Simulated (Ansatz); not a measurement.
Runs of Ansatz 0.2.0 on Co. Symmetry: P6_3/mmc, No. 194, hexagonal system. The conventional cell has a = 2.471 Å, b = 2.471 Å, c = 8.088 Å, α = 90.00°, β = 90.00°, γ = 120.00°. Around Co (site symmetry -6m2) lie 12 Co at 2.47 Å. Co (site symmetry -3m) has 12 Co at 2.47 Å as nearest neighbours. 

| task | level | potentials or basis | spin | U | cutoff (eV) | basis error allowed | gap on the mesh (eV) | pressure (GPa) | moment (μB) | V0 of scaled cells (Å³/atom) | B0 (GPa) |
| --- | --- | --- | --- | --- | --- | --- | --- | --- | --- | --- | --- |
| band structure | PBEsol | all-electron PAW datasets made for the crystal | collinear, ferromagnetic start | - | 320 | - | - | -5.8 | 6.59 | - | - |
| band structure | PBEsol | all-electron LAPW, inner shells corrected to Dirac's equation | collinear, ferromagnetic start | - | 290 | 0.002 eV/atom | - | -5.8 | 6.59 | - | - |
| single point | PBEsol | all-electron LAPW, scalar-relativistic | off | - | 290 | 0.002 eV/atom | none | -18.7 | - | - | - |
| density of states | PBEsol+U | all-electron LAPW, scalar-relativistic | collinear, ferromagnetic start | Co d U = 4 eV | 290 | 0.002 eV/atom | none | 17.0 | 7.10 | - | - |
| density of states | PBEsol+U | all-electron LAPW, scalar-relativistic | collinear, ferromagnetic start | Co d U = 2 eV | 290 | 0.002 eV/atom | none | -2.7 | 7.00 | - | - |
| single point | PBE | all-electron LAPW, scalar-relativistic | collinear, ferromagnetic start | - | 314 | 0.001 eV/atom | none | 4.6 | 6.61 | - | - |
| equation of state | PBE | all-electron LAPW, scalar-relativistic | collinear, ferromagnetic start | - | - | 0.001 eV/atom | - | - | - | 10.92 | (b) |
| equation of state | PBEsol | all-electron LAPW, scalar-relativistic | collinear, ferromagnetic start | - | - | 0.002 eV/atom | - | - | - | (a) | 231 |

Alike in all rows: cell as given; k mesh 12 × 12 × 4; smearing fermi-dirac 0.05 eV.

Task: Estimate the missing entries.

Result: (a) 10.41; (b) 210.

Caveats: the magnetic state may not be the lowest (some runs); U is the effective U less J, on atomic orbitals that reach past the spheres (some runs); the U is typed as a test and isn't derived for this compound (some runs); the cell was scaled at fixed shape and fractional positions, which overstates the stiffness of a crystal with free parameters, most of all of layers and chains (some runs); the program warned that the printed levels may be off, so bands, gaps and densities of states are rough (some runs).

A k mesh can miss the band edges.

A gap of «none» marks a metal or a gap under the smearing width.

Not every run made on this cell is shown here.
